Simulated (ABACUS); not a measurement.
# GaSb (F-43m) in ABACUS: further runs

Runs on GaSb. Level: PBE. Tasks: band structure, equation of state.

Program: ABACUS 3.10.1. These are calculated values, not measurements. Logs are shortened: lines on timing, memory, paths and dates and some standing lists are left out, and cuts for length are marked.

### 1 Starting point

Symmetry: F-43m, No. 216, cubic system. Conventional cell: a = 6.118 Å, b = 6.118 Å, c = 6.118 Å, α = 90.00°, β = 90.00°, γ = 90.00°. Sb (site symmetry -43m) is surrounded by 4 Ga at 2.65 Å. Ga (site symmetry -43m) is surrounded by 4 Sb at 2.65 Å.

### 2 Band structure, PBE

INPUT reads:

```
INPUT_PARAMETERS
suffix              GaSb
calculation         nscf
basis_type          lcao
pseudo_dir          ./
orbital_dir         ./
symmetry            -1
dft_functional      pbe
ecutwfc             114.0
pseudo_rcut         10
nspin               1
nbands              33
ks_solver           genelpa
smearing_method     fd
smearing_sigma      0.00367493
scf_thr             1e-07
scf_nmax            100
mixing_type         broyden
mixing_beta         0.7
init_chg            file
out_band            1
```

STRU reads:

```
ATOMIC_SPECIES
Sb 121.7600 Sb.upf
Ga 69.7230 Ga.upf

NUMERICAL_ORBITAL
Sb_confined-atom_8au_4s4p3d1f.orb
Ga_confined-atom_8au_4s4p3d1f.orb

LATTICE_CONSTANT
1.8897261246

LATTICE_VECTORS
0.0000000000 3.0590000000 3.0590000000
3.0590000000 0.0000000000 3.0590000000
3.0590000000 3.0590000000 0.0000000000

ATOMIC_POSITIONS
Direct

Sb
0.0
1
0.7500000000 0.7500000000 0.7500000000 1 1 1

Ga
0.0
1
0.0000000000 0.0000000000 0.0000000000 1 1 1
```

KPT reads:

```
K_POINTS
12
Line
0.00000000 0.00000000 0.00000000 10 // G
0.50000000 0.00000000 0.50000000 10 // X
0.50000000 0.25000000 0.75000000 10 // W
0.37500000 0.37500000 0.75000000 10 // K
0.00000000 0.00000000 0.00000000 10 // G
0.50000000 0.50000000 0.50000000 10 // L
0.62500000 0.25000000 0.62500000 10 // U
0.50000000 0.25000000 0.75000000 10 // W
0.50000000 0.50000000 0.50000000 10 // L
0.37500000 0.37500000 0.75000000 1 // K
0.62500000 0.25000000 0.62500000 10 // U
0.50000000 0.00000000 0.50000000 1 // X
```

Potentials or basis: PseudoDojo NC SR 0.5 PBE stringent, TZDP LCAO (the cutoffs set its grid).

Launch:

```console
$ OMP_NUM_THREADS=1 mpirun -np 4 abacus > log
```

running log:

```text
ABACUS v3.10.1

               Atomic-orbital Based Ab-initio Computation at UStc

 ------------------------------------------------------------------------------------

 READING GENERAL INFORMATION
                           global_out_dir = OUT.GaSb/
                           global_in_card = INPUT
                               pseudo_dir = ./
                              orbital_dir = ./
                                    DSIZE = 4
                                    GSIZE = 1
[... 5 lines left out ...]

 READING ATOM TYPE 1
                               atom label = Sb
                      L=0, number of zeta = 4
                      L=1, number of zeta = 4
                      L=2, number of zeta = 3
                      L=3, number of zeta = 1
             number of atom for this type = 1

 READING ATOM TYPE 2
                               atom label = Ga
                      L=0, number of zeta = 4
                      L=1, number of zeta = 4
                      L=2, number of zeta = 3
                      L=3, number of zeta = 1
             number of atom for this type = 1

                        TOTAL ATOM NUMBER = 2
DIRECT COORDINATES
    atom                   x                   y                   z     mag                  vx                  vy                  vz
taud_Sb1            0.7500000000        0.7500000000        0.7500000000  0.0000        0.0000000000        0.0000000000        0.0000000000
taud_Ga1            0.0000000000        0.0000000000        0.0000000000  0.0000        0.0000000000        0.0000000000        0.0000000000

                          Volume (Bohr^3) = 386.336
                             Volume (A^3) = 57.249

 Lattice vectors: (Cartesian coordinate: in unit of a_0)
                   +0              +3.059              +3.059
               +3.059                  +0              +3.059
               +3.059              +3.059                  +0
 Reciprocal vectors: (Cartesian coordinate: in unit of 2 pi/a_0)
            -0.163452           +0.163452           +0.163452
            +0.163452           -0.163452           +0.163452
            +0.163452           +0.163452           -0.163452
 The esolver type has been set to : ksdft_lcao

                PAO radial cut off (Bohr) = 10

 Read in pseudopotential file is Sb.upf
                     pseudopotential type = NC
          exchange-correlation functional = PBE
                 nonlocal core correction = 1
                        valence electrons = 23
                                     lmax = 2
                           number of zeta = 5
                     number of projectors = 6
                           L of projector = 0
[... 5 lines left out ...]
                PAO radial cut off (Bohr) = 10

 Read in pseudopotential file is Ga.upf
                     pseudopotential type = NC
          exchange-correlation functional = PBE
                 nonlocal core correction = 1
                        valence electrons = 21
                                     lmax = 2
                           number of zeta = 5
                     number of projectors = 6
                           L of projector = 0
                           L of projector = 0
                           L of projector = 1
                           L of projector = 1
                           L of projector = 2
                           L of projector = 2
     initial pseudo atomic orbital number = 26

 SETUP THE ELECTRONS NUMBER
            electron number of element Sb = 23
      total electron number of element Sb = 23
            electron number of element Ga = 21
      total electron number of element Ga = 21
            AUTOSET number of electrons:  = 44
                           occupied bands = 22
                                   NLOCAL = 76
                                   NBANDS = 33
                                   NBANDS = 33
                                   NLOCAL = 76

%%%%%%%%%%%%%%%%%%%%%%%%%%%%%%%%%%%%%%%%%%%%%%%%%%%%%%%%%%%%%%%%%%%%%%%%%%%%%%%%%%%%%%%%%%%%%%%%%%%%%%%%%%
 Warning: the number of valence electrons in pseudopotential > 5 for Sb: [Kr] 4d10 5s2 5p3
 Warning: the number of valence electrons in pseudopotential > 3 for Ga: [Ar] 3d10 4s2 4p1
 Pseudopotentials with additional electrons can yield (more) accurate outcomes, but may be less efficient.
 If you're confident that your chosen pseudopotential is appropriate, you can safely ignore this warning.
%%%%%%%%%%%%%%%%%%%%%%%%%%%%%%%%%%%%%%%%%%%%%%%%%%%%%%%%%%%%%%%%%%%%%%%%%%%%%%%%%%%%%%%%%%%%%%%%%%%%%%%%%%

 SETUP THE PLANE WAVE BASIS
 energy cutoff for charge/potential (unit:Ry) = 456
            fft grid for charge/potential = [ 60, 60, 60 ]
                        fft grid division = [ 3, 3, 3 ]
        big fft grid for charge/potential = [ 20, 20, 20 ]
                                     nbxx = 2000
                                     nrxx = 54000

 SETUP PLANE WAVES FOR CHARGE/POTENTIAL
                    number of plane waves = 63375
                         number of sticks = 2095

 PARALLEL PW FOR CHARGE/POTENTIAL
     PROC   COLUMNS(POT)             PW
        1            524          15844
        2            523          15843
        3            524          15844
        4            524          15844
 --------------- sum -------------------
        4           2095          63375
                            number of |g| = 515
                                  max |g| = 41.1436
                                  min |g| = 0.0801498

----------- Double Check Mixing Parameters Begin ------------
mixing_type: broyden
mixing_beta: 0.7
mixing_gg0: 1
mixing_gg0_min: 0.1
mixing_ndim: 8
----------- Double Check Mixing Parameters End ------------

 SETUP K-POINTS
                                    nspin = 1
                                   nkstot = 102
K-POINTS DIRECT COORDINATES
 KPOINTS    DIRECT_X    DIRECT_Y    DIRECT_Z  WEIGHT
       1  0.00000000  0.00000000  0.00000000  1.0000
       2  0.05000000  0.00000000  0.05000000  1.0000
       3  0.10000000  0.00000000  0.10000000  1.0000
       4  0.15000000  0.00000000  0.15000000  1.0000
       5  0.20000000  0.00000000  0.20000000  1.0000
       6  0.25000000  0.00000000  0.25000000  1.0000
[... 22 lines left out ...]
      29  0.40000000  0.35000000  0.75000000  1.0000
      30  0.38750000  0.36250000  0.75000000  1.0000
[... 72 further k points ...]

           k-point number in this process = 102
       minimum distributed K point number = 102

[... K-POINTS CARTESIAN COORDINATES: 102 rows ...]

[... K-POINTS DIRECT COORDINATES: 102 rows ...]

 SETUP PLANE WAVES FOR WAVE FUNCTIONS
     energy cutoff for wavefunc (unit:Ry) = 114
              fft grid for wave functions = [ 60, 60, 60 ]
                    number of plane waves = 9377
                         number of sticks = 583

 PARALLEL PW FOR WAVE FUNCTIONS
     PROC   COLUMNS(POT)             PW
        1            145           2342
        2            146           2345
        3            146           2345
        4            146           2345
 --------------- sum -------------------
        4            583           9377

 SET NONLOCAL PSEUDOPOTENTIAL PROJECTORS
 SET NONLOCAL PSEUDOPOTENTIAL PROJECTORS
 max number of nonlocal projetors among all species is 6

 -------------------------------------------
 NONSELF-CONSISTENT
 -------------------------------------------

 SETUP SEARCHING RADIUS FOR PROGRAM TO SEARCH ADJACENT ATOMS
                  longest orb rcut (Bohr) = 8
   longest nonlocal projector rcut (Bohr) = 1.54
                     search radius (Bohr) = 19.1
              searching radius is (Bohr)) = 19.1
         searching radius unit is (Bohr)) = 1.89
                         PeriodicBoundary = 1
                        Radius(unit:lat0) = 10.1
                                   glayer = [ 4, 4, 4 ]
                             glayer_minus = [ 3, 3, 3 ]

Find the coordinate range of the input atom(unit:lat0).
                                  min_tau = [ -18.4, -18.4, -18.4 ]
                                  max_tau = [ 22.9, 22.9, 22.9 ]
                                BoxNumber = [ 7, 7, 7 ]

 SETUP EXTENDED REAL SPACE GRID FOR GRID INTEGRATION
                          real space grid = [ 60, 60, 60 ]
                 big cell numbers in grid = [ 20, 20, 20 ]
             meshcell numbers in big cell = [ 3, 3, 3 ]
                        extended fft grid = [ 24, 24, 24 ]
                dimension of extened grid = [ 69, 69, 69 ]
                            UnitCellTotal = 125
              Atom number in sub-FFT-grid = 2
    Local orbitals number in sub-FFT-grid = 76
                                ParaV.nnr = 71478
                                 init_chg = file
 try to read charge from file
 Read in the charge density: OUT.GaSb//GaSb-CHARGE-DENSITY.restart

 LCAO ALGORITHM --------------- ION=   1  ELEC=   1--------------------------------
[... levels at 102 k points of this process ...]

 Density error is 0.00000000000
----------------------------------------------------------
     Energy           Rydberg                 eV
----------------------------------------------------------
 E_KohnSham     -1002.5978087397     -13641.0430011742
 E_KS(sigma->0) -1002.5976171947     -13641.0403950708
 E_Harris       -1002.5978087397     -13641.0430011742
 E_band         -131.0222540758      -1782.6492202341
 E_one_elec     -841.3131292596      -11446.6523601409
 E_Hartree      411.4224683007       5597.6898541142
 E_xc           -121.0303709619      -1646.7026761353
 E_Ewald        -451.6763937290      -6145.3726068054
 E_entropy(-TS) -0.0003830900        -0.0052122067
 E_descf        0.0000000000         0.0000000000
 E_exx          0.0000000000         0.0000000000
 E_Fermi        0.7099653467         9.6595740972
----------------------------------------------------------

 charge density convergence is achieved
 final etot is -13641.043001 eV
 EFERMI = 9.6595740972 eV

 STATE ENERGY(eV) AND OCCUPATIONS    NSPIN == 1
 1/102 kpoint (Cartesian) = 0.0000 0.0000 0.0000 (1949 pws)
       1       -134.479      0.0196078
       2       -134.435      0.0196078
       3       -87.4368      0.0196078
       4       -87.4368      0.0196078
       5       -87.4368      0.0196078
       6       -85.1373      0.0196078
[... 25 lines left out ...]
      32        19.3858    6.48182e-87
      33        23.0104        0.00000

 2/102 kpoint (Cartesian) = 0.0000 0.016345 0.0000 (1960 pws)
       1       -134.479      0.0196078
       2       -134.435      0.0196078
       3       -87.4368      0.0196078
       4       -87.4368      0.0196078
       5       -87.4368      0.0196078
       6       -85.1373      0.0196078
[... 25 lines left out ...]
      32        19.8857        0.00000
      33        23.3581        0.00000

 3/102 kpoint (Cartesian) = 0.0000 0.032690 0.0000 (1967 pws)
       1       -134.479      0.0196078
       2       -134.435      0.0196078
       3       -87.4368      0.0196078
       4       -87.4368      0.0196078
       5       -87.4368      0.0196078
       6       -85.1373      0.0196078
[... 25 lines left out ...]
      32        20.4950        0.00000
      33        24.3620        0.00000

 4/102 kpoint (Cartesian) = 0.0000 0.049036 0.0000 (1971 pws)
       1       -134.479      0.0196078
       2       -134.435      0.0196078
       3       -87.4368      0.0196078
       4       -87.4368      0.0196078
       5       -87.4368      0.0196078
       6       -85.1373      0.0196078
[... 25 lines left out ...]
      32        20.9983        0.00000
      33        25.8594        0.00000

 5/102 kpoint (Cartesian) = 0.0000 0.065381 0.0000 (1979 pws)
       1       -134.479      0.0196078
       2       -134.435      0.0196078
       3       -87.4368      0.0196078
       4       -87.4368      0.0196078
       5       -87.4368      0.0196078
       6       -85.1373      0.0196078
[... 25 lines left out ...]
      32        21.5023        0.00000
      33        27.2406        0.00000

 6/102 kpoint (Cartesian) = 0.0000 0.081726 0.0000 (1968 pws)
       1       -134.479      0.0196078
       2       -134.435      0.0196078
       3       -87.4368      0.0196078
       4       -87.4368      0.0196078
       5       -87.4368      0.0196078
       6       -85.1374      0.0196078
[... 25 lines left out ...]
      32        22.0923        0.00000
      33        25.8948        0.00000

[... levels at 96 further k points ...]

 --------------------------------------------
 !FINAL_ETOT_IS -13641.04300117420 eV
 --------------------------------------------

 Output bands in file: OUT.GaSb/BANDS_1.dat
```

Run time: 2.4 s. Hardware: 4 MPI ranks of Intel Xeon 6975P-C (Granite Rapids), shared host; peak memory 0.6 GiB.

Levels at the corners of the path, in eV from the Fermi level:
| point | band 20 | band 21 | band 22 | band 23 | band 24 | band 25 |
| --- | --- | --- | --- | --- | --- | --- |
| Γ | -0.07 | -0.07 | -0.07 | -0.03 | 2.74 | 2.74 |
| X | -6.87 | -2.63 | -2.63 | 0.87 | 1.21 | 8.73 |
| W | -6.74 | -3.40 | -3.18 | 3.65 | 4.29 | 4.42 |
| K | -6.69 | -3.66 | -2.25 | 1.37 | 3.85 | 6.61 |
| Γ | -0.07 | -0.07 | -0.07 | -0.03 | 2.74 | 2.74 |
| L | -6.42 | -1.22 | -1.22 | 0.35 | 3.71 | 3.71 |
| U | -6.69 | -3.66 | -2.25 | 1.37 | 3.85 | 6.61 |
| W | -6.74 | -3.40 | -3.18 | 3.65 | 4.29 | 4.42 |
| L | -6.42 | -1.22 | -1.22 | 0.35 | 3.71 | 3.71 |
| K | -6.69 | -3.66 | -2.25 | 1.37 | 3.85 | 6.61 |
| U | -6.69 | -3.66 | -2.25 | 1.37 | 3.85 | 6.61 |
| X | -6.87 | -2.63 | -2.63 | 0.87 | 1.21 | 8.73 |

Caveat: the atomic orbitals were generated for these runs and aren't a published set; the density is read from an earlier self-consistent run, whose mesh may be coarse; spin-orbit coupling is left out, which moves the levels of the heavy elements; the basis of atomic orbitals isn't converged, which shifts pressures, moduli and gaps.

[end of part 1 of 2]
